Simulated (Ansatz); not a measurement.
Theory: DFT PBE, scalar-relativistic, plane waves, PAW in Ansatz. All cells share a 420 eV cutoff and Γ-centred k meshes spaced at most 0.3 Å⁻¹ (0.19 for metals, 2π included).

All energies are static (0 K, no zero-point motion). The comparison covers the computed candidates alone. No run is spin-polarised.

**Question.** Which of these relaxed structures of Ga₂O₃ is the lowest in energy?
A.

```
Ga O
1.0
     2.52873    1.45996    4.54103
    -2.52873    1.45996    4.54103
     0.00000   -2.91992    4.54103
Ga O
4 6
Direct
  0.85587 0.85587 0.85587
  0.64413 0.64413 0.64413
  0.14413 0.14413 0.14413
  0.35587 0.35587 0.35587
  0.05317 0.44683 0.75000
  0.75000 0.05317 0.44683
  0.44683 0.75000 0.05317
  0.94683 0.55317 0.25000
  0.25000 0.94683 0.55317
  0.55317 0.25000 0.94683
```

B.

```
Ga O
1.0
     6.22710   -1.54165    0.00000
     6.22710    1.54165    0.00000
    -1.39228    0.00000    5.71033
Ga O
4 6
Cartesian
  3.2982 0.0000 3.9163
  7.7637 0.0000 1.7941
  11.0484 0.0000 1.1722
  0.0135 0.0000 4.5382
  5.2417 0.0000 4.2446
  5.8202 0.0000 1.4658
  9.6844 0.0000 2.4878
  1.3775 0.0000 3.2225
  1.8843 0.0000 0.6236
  9.1776 0.0000 5.0868
```

**Answer.** B. The C2/m (No. 12) one; the other lies 30 meV/atom higher.